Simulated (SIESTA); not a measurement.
Crystal: ZnSe (Stilleite).

```
Se Zn
1.0
     0.00000    2.83380    2.83380
     2.83380    0.00000    2.83380
     2.83380    2.83380    0.00000
Se Zn
1 1
Direct
  0.75000 0.75000 0.75000
  0.00000 0.00000 0.00000
```

- Program: SIESTA 5.4.2
- Task: single point
- Functional: PBE
- Potentials or basis: PseudoDojo 0.4 standard (PBE files)
- Basis: DZP (energy shift 0.003 Ry; two zetas on semicore shells)
- Grid cutoff: 800 Ry
- Energy shift: 0.003 Ry
- k mesh: 8 × 8 × 8
- Occupations: fermi-dirac, width 0.05 eV
- Spin: no spin polarisation

On this cell: pressure 2.4 GPa; largest force zero by symmetry; band gap on the k mesh 1.59 eV, direct.

The same run follows on a disturbed copy (atoms moved at random, drawn with an rms of 0.05 Å):

```
Se Zn
1.0
     0.00000    2.83380    2.83380
     2.83380    0.00000    2.83380
     2.83380    2.83380    0.00000
Se Zn
1 1
Direct
  0.74923 0.75242 0.74879
  0.99080 0.99135 0.00787
```

What changes?

The energy moves by +5.5 meV/atom; pressure 2.6 GPa; largest force 0.389 eV/Å; band gap on the k mesh 1.52 eV, direct.

Forces on the atoms (eV/Å):
```
Se  -0.034  0.003 -0.387
Zn   0.034 -0.005  0.387
```

Stress tensor (GPa, compression positive):
```
 2.67  1.54 -0.01
 1.54  2.67  0.14
-0.01  0.14  2.55
```

Caveats: short orbitals over semicore shells can move pressures by several GPa; the valence orbitals were made in a potential fitted to the semicore shell under them, which widens gaps by tenths of an eV or more; the basis of atomic orbitals isn't converged, which shifts pressures, moduli and gaps.

